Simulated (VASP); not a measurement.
Input of a VASP 6.6.1 run:

POSCAR

```
HfO2
1.0
    0.0000000000      2.5291823189      2.5291823189
    2.5291823189      0.0000000000      2.5291823189
    2.5291823189      2.5291823189      0.0000000000
Hf O
1 2
Direct
    0.0000000000      0.0000000000      0.0000000000
    0.2500000000      0.2500000000      0.2500000000
    0.7500000000      0.7500000000      0.7500000000
```

INCAR.step1

```
PREC = Accurate ; ENCUT = 520
ISMEAR = 0 ; SIGMA = 0.02
LREAL = F ; LASPH = T
NELM = 100 ; NBANDS = 18
GGA = PE ; ALGO = Normal
EDIFF = 1E-4 ; LWAVE = T
LCHARG = F
```

File INCAR.step2:

```
PREC = Accurate ; ENCUT = 520
EDIFF = 1E-6 ; ISMEAR = 0
SIGMA = 0.02 ; LREAL = F
LASPH = T ; NELM = 100
ALGO = Normal ; ISIF = 2
LWAVE = F ; LCHARG = T
METAGGA = R2SCAN ; LMIXTAU = T
LELF = T ; LVHAR = T
NBANDS = 18 ; ISTART = 1
```

The input KPOINTS:

```
Automatic mesh
0
Gamma
  8 8 8
```

Potentials or basis: VASP PAW PBE potentials, release 64 (Hf_pv, O).

The run is started by

```sh
$ cat potpaw_PBE.64/Hf_pv/POTCAR potpaw_PBE.64/O/POTCAR > POTCAR
$ cp INCAR.step1 INCAR
$ mpirun -np 1 vasp_std > vasp.out
$ cp INCAR.step2 INCAR
$ mpirun -np 1 vasp_std > vasp.out
```

Problem. What does it give for the pressure?

Solution. -3.9 GPa.

Problem. Estimate the band gap on the k mesh.

Solution. 4.32 eV, direct.

Caveat: the PAW data sets were made with another functional, which shifts forces and pressure a little; spin-orbit coupling is left out, which moves the levels of the heavy elements. A k mesh can miss the band edges.
